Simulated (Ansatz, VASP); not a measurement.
## One calculation of TaN, two programs

```
Ta N
1.0
     2.89829    0.00000    0.00000
    -1.44915    2.50999    0.00000
     0.00000    0.00000    2.84404
Ta N
1 1
Direct
  0.00000 0.00000 0.50000
  0.66667 0.33333 0.00000
```

Change from the starting cell: volume scaled by 0.96.

Alike in both runs: task single point; functional PBEsol; k mesh 10 × 10 × 9; occupations fermi-dirac, width 0.05 eV; no spin polarisation.

|  | VASP | Ansatz |
| --- | --- | --- |
| version | VASP 6.6.1 | Ansatz 0.2.0 |
| potentials or method | VASP PAW PBE potentials, release 64 (Ta_pv, N), cutoff 520 eV | all-electron LAPW, scalar-relativistic |

|  | VASP | Ansatz | Ansatz less VASP |
| --- | --- | --- | --- |
| gap on the k mesh at the Fermi level (eV) | none | none | - |
| pressure (GPa) | 11.4 | 10.4 | -1.05 |
| largest component of the traceless stress (GPa) | 1.13 | 0.95 | -0.181 |

A gap of «none» marks a metal or a gap that the smearing closes. Ansatz ran all-electron here, so the differences hold the error of VASP's frozen core and of both bases.

Caveats: the PAW data sets were made with another functional, which shifts forces and pressure a little (VASP). The runs have no spin-orbit coupling, so splittings on Ta are missing.
